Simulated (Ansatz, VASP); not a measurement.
FeH2O in VASP and in Ansatz

```xyz
4
Lattice="3.2670 0.0000 0.0000 0.0000 3.2670 0.0000 0.0000 0.0000 3.3774" Properties=species:S:1:pos:R:3 pbc="T T T"
Fe    0.0000    0.0000    0.0000
H     1.6335    0.0000    0.0000
H     0.0000    1.6335    0.0000
O     0.0000    0.0000    1.6887
```

Alike in both runs: functional PBE; k mesh 14 × 14 × 14; occupations gaussian, width 0.1 eV; collinear spin.

Ansatz relaxed the structure, and its values are those at the end. VASP's run is a single point on that final structure, the one shown.

```csv
,VASP,Ansatz
version,VASP 6.6.1,Ansatz 0.2.0
potentials or method,"VASP PAW PBE potentials, release 64 (Fe, H, O)","scalar-relativistic, plane waves, PAW"
plane-wave cutoff (eV),520,420
valence electrons in the cell,16,24
```

Ansatz gave:

```
gap on the k mesh at the Fermi level (eV)                     : none
pressure (GPa)                                                : 0.0
net moment per atom (μB)                                      : 0.06
size of the moment on the site where the two differ most (μB) : 0.20
```

Question: Estimate VASP's values.

Answer: gap on the k mesh at the Fermi level (eV): none; pressure (GPa): 0.9; net moment per atom (μB): 0.05; size of the moment on the site where the two differ most (μB): 0.22.

Site moments also hang on the region over which each program counts them. A gap of «none» marks a metal or a gap that the smearing closes. The two sets of potentials don't hold the same shells in valence.

Caveats: semilocal functionals often make such compounds metallic where correlation or magnetic order opens a gap, which also shifts bond lengths.
